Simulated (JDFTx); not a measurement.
# GaN (P6_3mc) in JDFTx: reference runs

How does GaN come out in PBEsol? The cell is run as given.

Program: JDFTx 1.7.0 (patched build). These are calculated values, not measurements. Logs are shortened: lines on timing, memory, paths and dates and some standing lists are left out, and cuts for length are marked. The log counts tension as positive stress, the text compression.

**Measured values to compare with.**

From “Studying electronic properties in GaN without electrical contacts using γ-γ vs e−-γ Perturbed Angular Correlations”, 2019, pmc:6823545, for a bulk crystal of GaN: band gap 3.503 ± 0.005 eV (direct).

The results are compared with them further down.

## (1) Starting point

It takes space group P6_3mc (No. 186, hexagonal). Conventional cell: a = 3.180 Å, b = 3.180 Å, c = 5.166 Å, α = 90.00°, β = 90.00°, γ = 120.00°. Ga (site symmetry 3m) has 4 N at 1.94 to 1.95 Å as nearest neighbours. N (site symmetry 3m) has 4 Ga at 1.94 to 1.95 Å as nearest neighbours.

## (2) Single point, PBEsol

Input file GaN.in:

```
lattice \
    6.0093290763    -3.0046645382     0.0000000000 \
    0.0000000000     5.2042316397     0.0000000000 \
    0.0000000000     0.0000000000     9.7623251598
coords-type Lattice
ion Ga     0.6666666667     0.3333333333     0.5000000000 1
ion Ga     0.3333333333     0.6666666667     0.0000000000 1
ion N      0.6666666667     0.3333333333     0.8750000000 1
ion N      0.3333333333     0.6666666667     0.3750000000 1

ion-species pseudo/Ga.upf
ion-species pseudo/N.upf
elec-cutoff 42 336
elec-ex-corr gga-PBEsol
kpoint-folding 10 10 5
elec-smearing Fermi 0.0018374661
elec-n-bands 25
electronic-SCF nIterations 100 energyDiffThreshold 1e-09
electronic-minimize nIterations 30 energyDiffThreshold 1e-7
converge-empty-states yes
forces-output-coords Cartesian

dump-name run.$VAR
dump End Ecomponents EigStats BandEigs Kpoints Forces Stress ElecDensity Dtot KEdensity
```

Potentials or basis: PseudoDojo-SR-PBEsol-0.4.1-standard with smoothed tails.

The run is started by

```bash
> jdftx -c 1 -i GaN.in -o GaN.out
```

Standard output:

```text
*************** JDFTx 1.7.0 (patched build) ***************

Input parsed successfully to the following command list (including defaults):
[... the input with its defaults ...]

---------- Setting up symmetries ----------

Found 24 point-group symmetries of the bravais lattice
Found 12 space-group symmetries with basis
Applied RMS atom displacement 3.46949e-10 bohrs to make symmetries exact.

---------- Initializing the Grid ----------
R =
[      6.00933     -3.00466            0  ]
[            0      5.20423            0  ]
[            0            0      9.76233  ]
unit cell volume = 305.306
G =
[    1.04557   0.603661         -0  ]
[          0    1.20732          0  ]
[          0         -0   0.643616  ]
Minimum fftbox size, Smin = [  52  52  84  ]
Chosen fftbox size, S = [  54  54  84  ]

---------- Initializing tighter grid for wavefunction operations ----------
R =
[      6.00933     -3.00466            0  ]
[            0      5.20423            0  ]
[            0            0      9.76233  ]
unit cell volume = 305.306
G =
[    1.04557   0.603661         -0  ]
[          0    1.20732          0  ]
[          0         -0   0.643616  ]
Minimum fftbox size, Smin = [  36  36  60  ]
Chosen fftbox size, S = [  36  36  60  ]

---------- Exchange Correlation functional ----------
Initalized PBEsol GGA exchange.
Initalized PBEsol GGA correlation.

---------- Setting up pseudopotentials ----------
Width of ionic core gaussian charges (only for fluid interactions / plotting) set to 0

Reading pseudopotential file 'pseudo/Ga.upf':
  'Ga' pseudopotential, 'PBESOL' functional
  Generated using ONCVPSP code by D. R. Hamann
  13 valence electrons, 3 orbitals, 6 projectors, 1001 radial grid points, with lMax = 2
    3D    l: 2   occupation: 10.0   eigenvalue: -0.704192
    4S    l: 0   occupation:  2.0   eigenvalue: -0.329374
    4P    l: 1   occupation:  1.0   eigenvalue: -0.094479
  Core radius for overlap checks: 1.84 bohrs.

Reading pseudopotential file 'pseudo/N.upf':
  'N' pseudopotential, 'PBESOL' functional
  Generated using ONCVPSP code by D. R. Hamann
  5 valence electrons, 2 orbitals, 4 projectors, 1001 radial grid points, with lMax = 1
    2S    l: 0   occupation:  2.0   eigenvalue: -0.678237
    2P    l: 1   occupation:  3.0   eigenvalue: -0.258576
  Core radius for overlap checks: 1.31 bohrs.

Initialized 2 species with 4 total atoms.

Folded 1 k-points by 10x10x5 to 500 k-points.

---------- Setting up k-points, bands, fillings ----------
Adding inversion symmetry to k-mesh for non-inversion-symmetric unit cell.
Reduced to 42 k-points under symmetry.
Computing the number of bands and number of electrons
Calculating initial fillings.
nElectrons:  36.000000   nBands: 25   nStates: 42

----- Setting up reduced wavefunction bases (one per k-point) -----
average nbasis = 3968.638 , ideal nbasis = 3969.208

---------- Setting up ewald sum ----------
Optimum gaussian width for ewald sums = 2.132122 bohr.
Real space sum over 1089 unit cells with max indices [  5  5  4  ]
Reciprocal space sum over 2873 terms with max indices [  6  6  8  ]

---------- Allocating electronic variables ----------
Initializing wave functions:  linear combination of atomic orbitals
Ga pseudo-atom occupations:   s ( 2 )  p ( 1 )  d ( 10 )
N pseudo-atom occupations:   s ( 2 )  p ( 3 )
	FillingsUpdate:  mu: +0.591525703  nElectrons: 36.000000
LCAOMinimize: Iter:   0  F: -153.9544521672117696  |grad|_K:  6.310e-03  alpha:  1.000e+00
	FillingsUpdate:  mu: +0.459188798  nElectrons: 36.000000
LCAOMinimize: Iter:   1  F: -154.1989502845469815  |grad|_K:  4.038e-04  alpha:  3.598e-01  linmin: -3.500e-01  cgtest:  9.388e-01
LCAOMinimize: Encountered beta<0, resetting CG.
[... 5 lines of inner loops ...]
LCAOMinimize: Iter:   4  F: -154.1998848427076041  |grad|_K:  2.493e-07  alpha:  3.855e-01  linmin: -1.170e-06  cgtest:  4.400e-03
	FillingsUpdate:  mu: +0.451103056  nElectrons: 36.000000
LCAOMinimize: Iter:   5  F: -154.1998848434206479  |grad|_K:  1.528e-08  alpha:  7.543e-01  linmin:  5.987e-02  cgtest: -1.139e-01
LCAOMinimize: Converged (|Delta F|<1.000000e-06 for 2 iters).

-------- Electronic minimization -----------
Will mix electronic density at each iteration.
	FillingsUpdate:  mu: +0.451103056  nElectrons: 36.000000
	FillingsUpdate:  mu: +0.435112220  nElectrons: 36.000000
SCF: Cycle:  0   F: -154.288962990451495   dF: -8.908e-02   |Residual|: 8.304e-02   |deigs|: 3.444e-02
	FillingsUpdate:  mu: +0.427698354  nElectrons: 36.000000
SCF: Cycle:  1   F: -154.293645490830386   dF: -4.683e-03   |Residual|: 3.130e-02   |deigs|: 5.706e-03
	FillingsUpdate:  mu: +0.428214457  nElectrons: 36.000000
SCF: Cycle:  2   F: -154.293825589066387   dF: -1.801e-04   |Residual|: 1.252e-02   |deigs|: 1.262e-03
	FillingsUpdate:  mu: +0.428961494  nElectrons: 36.000000
SCF: Cycle:  3   F: -154.293849640399884   dF: -2.405e-05   |Residual|: 1.907e-03   |deigs|: 6.871e-04
	FillingsUpdate:  mu: +0.429127154  nElectrons: 36.000000
SCF: Cycle:  4   F: -154.293852791215841   dF: -3.151e-06   |Residual|: 3.867e-04   |deigs|: 5.292e-04
	FillingsUpdate:  mu: +0.429176535  nElectrons: 36.000000
SCF: Cycle:  5   F: -154.293853476924085   dF: -6.857e-07   |Residual|: 2.034e-04   |deigs|: 1.014e-04
	FillingsUpdate:  mu: +0.429199330  nElectrons: 36.000000
SCF: Cycle:  6   F: -154.293853687492373   dF: -2.106e-07   |Residual|: 4.233e-05   |deigs|: 7.786e-05
	FillingsUpdate:  mu: +0.429194378  nElectrons: 36.000000
SCF: Cycle:  7   F: -154.293853771462523   dF: -8.397e-08   |Residual|: 1.784e-05   |deigs|: 1.003e-04
	FillingsUpdate:  mu: +0.429192712  nElectrons: 36.000000
SCF: Cycle:  8   F: -154.293853801842459   dF: -3.038e-08   |Residual|: 1.329e-05   |deigs|: 8.744e-05
	FillingsUpdate:  mu: +0.429192892  nElectrons: 36.000000
SCF: Cycle:  9   F: -154.293853814931140   dF: -1.309e-08   |Residual|: 6.198e-06   |deigs|: 1.563e-04
	FillingsUpdate:  mu: +0.429192957  nElectrons: 36.000000
SCF: Cycle: 10   F: -154.293853819067294   dF: -4.136e-09   |Residual|: 2.091e-06   |deigs|: 6.303e-05
	FillingsUpdate:  mu: +0.429192614  nElectrons: 36.000000
SCF: Cycle: 11   F: -154.293853820932895   dF: -1.866e-09   |Residual|: 7.456e-07   |deigs|: 1.537e-04
	FillingsUpdate:  mu: +0.429192603  nElectrons: 36.000000
SCF: Cycle: 12   F: -154.293853821500221   dF: -5.673e-10   |Residual|: 6.763e-07   |deigs|: 1.487e-04
	FillingsUpdate:  mu: +0.429192520  nElectrons: 36.000000
SCF: Cycle: 13   F: -154.293853821769687   dF: -2.695e-10   |Residual|: 2.432e-07   |deigs|: 1.020e-04
SCF: Converged (|Delta E|<1.000000e-09 for 2 iters).

Setting wave functions to eigenvectors of Hamiltonian
Converging empty states (this may take a while): |deigs|: 9.101e-04

# Stress tensor in Cartesian coordinates [Eh/a0^3]:
[ -1.85127e-05            0            0  ]
[            0 -1.85127e-05            0  ]
[            0            0 -8.88736e-05  ]

# Ionic positions in lattice coordinates:
ion Ga   0.666666666666667   0.333333333333333   0.500000000000000 1
ion Ga   0.333333333333333   0.666666666666667   0.000000000000000 1
ion N   0.666666666666667   0.333333333333333   0.875000000000000 1
ion N   0.333333333333333   0.666666666666667   0.375000000000000 1

# Forces in Cartesian coordinates:
force Ga  -0.000000000000000   0.000000000000000  -0.002583763960171 1
force Ga   0.000000000000000   0.000000000000000  -0.002583763960171 1
force N   0.000000000000000   0.000000000000000   0.002583608594195 1
force N  -0.000000000000000   0.000000000000000   0.002583608594195 1

# Energy components:
   Eewald =     -117.0034741840094341
       EH =       43.4674283872542020
     Eloc =     -113.7982956876358429
      Enl =      -78.6058741514284378
      Exc =      -47.6088217307989794
 Exc_core =       19.1672641771270520
       KE =      140.0879193677239698
-------------------------------------
     Etot =     -154.2938538217674989
       TS =        0.0000000000021890
-------------------------------------
        F =     -154.2938538217696873

IonicMinimize: Iter:   0  F: -154.293853821769687  |grad|_K:  1.492e-03
IonicMinimize: None of the convergence criteria satisfied after 0 iterations.

#--- Lowdin population analysis ---
# oxidation-state Ga +0.811 +0.811
# oxidation-state N -0.781 -0.781

Dumping 'run.eigStats' ...
	eMin: -0.197472 at state 0 ( [ +0.000000 +0.000000 +0.000000 ] spin 0 )
	HOMO: +0.392066 at state 0 ( [ +0.000000 +0.000000 +0.000000 ] spin 0 )
	mu  : +0.429193
	LUMO: +0.463677 at state 0 ( [ +0.000000 +0.000000 +0.000000 ] spin 0 )
	eMax: +0.868506 at state 41 ( [ +0.300000 +0.300000 +0.400000 ] spin 0 )
	HOMO-LUMO gap: +0.071611
	Optical gap  : +0.071611 at state 0 ( [ +0.000000 +0.000000 +0.000000 ] spin 0 )
Done!
[note: mu as printed may lie anywhere between the filled and the empty levels]
```

It took 2.7 min on 1 thread of Arm Neoverse V2, shared host; peak memory 0.25 GiB.

What came out:

| Property | Result |
| --- | --- |
| Free energy | -4198.5497 eV |
| Pressure | 1.2 GPa |
| Largest force | 0.133 eV/Å |
| Band gap on the k mesh | 1.95 eV, direct |
| Loewdin charges | Ga +0.81; N -0.78 e |

Forces on the atoms (eV/Å):
```
Ga   0.000  0.000 -0.133
Ga   0.000  0.000 -0.133
N    0.000  0.000  0.133
N    0.000  0.000  0.133
```

Levels at points of the mesh, in eV from the valence-band top:
| k point | band 14 | band 15 | band 16 | band 17 | band 18 | band 19 | band 20 |
| --- | --- | --- | --- | --- | --- | --- | --- |
| (0.00, 0.00, 0.00) | -1.07 | -1.07 | -0.06 | 0.00 | 0.00 | 1.95 | 4.25 |
| (0.00, 0.50, 0.00) | -5.33 | -4.32 | -2.81 | -2.30 | -1.00 | 4.97 | 5.56 |

## (3) Comparison with measurements

Step 2. Measured gap of GaN: 3.503 eV (direct; quoted in “Studying electronic properties in GaN without electrical contacts using γ-γ vs e−-γ Perturbed Angular Correlations”, 2019, pmc:6823545). This calculation gives 1.95 eV (-1.55 eV). Spin-orbit coupling on Ga is left out. The value is that of PBEsol, without temperature or zero-point motion. Semilocal functionals fall short of measured gaps as a rule.
